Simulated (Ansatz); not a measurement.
# AlNi: single point with PBE

AlNi:

```xyz
2
Lattice="2.8810 0.0000 0.0000 0.0000 2.8810 0.0000 0.0000 0.0000 2.8810" Properties=species:S:1:pos:R:3 pbc="T T T"
Ni    1.4405    1.4405    1.4405
Al    0.0000    0.0000    0.0000
```

| Quantity | Value |
| --- | --- |
| Program | Ansatz 0.2.0 |
| Task | single point |
| Functional | PBE |
| Potentials or basis | Ansatz PAW |
| Cutoff | 420 eV (not typed: the program's choice for these potentials) |
| k mesh | 9 × 9 × 9 |
| Occupations | fermi-dirac, width 0.05 eV |
| Spin | collinear spin, ferromagnetic start |
| Starting moments | [1.0, 0.0] μB |

The pressure is 2.0 GPa. The band gap on the k mesh is none (metal or under the smearing width), the net moment is 0.00 μB per cell and the absolute moment is 0.00 μB per cell.

Levels at points of the mesh, in eV from the Fermi level:
Spin up:
```csv
k point,band 6,band 7,band 8,band 9,band 10,band 11,band 12,band 13,band 14,band 15
"(0.00, 0.00, 0.00)",-3.25,-3.25,-1.55,-1.55,-1.55,5.48,5.48,5.48,8.08,8.08
```
Spin down:
| k point | band 7 | band 8 | band 9 | band 10 | band 11 | band 12 | band 13 | band 14 |
| --- | --- | --- | --- | --- | --- | --- | --- | --- |
| (0.00, 0.00, 0.00) | -3.25 | -1.55 | -1.55 | -1.55 | 5.48 | 5.48 | 5.48 | 8.08 |

Run time: 1.3 s on 2 threads of Arm Neoverse V2 (shared host), peak memory 0.29 GiB.

Caveat: the starting moments weren't kept.
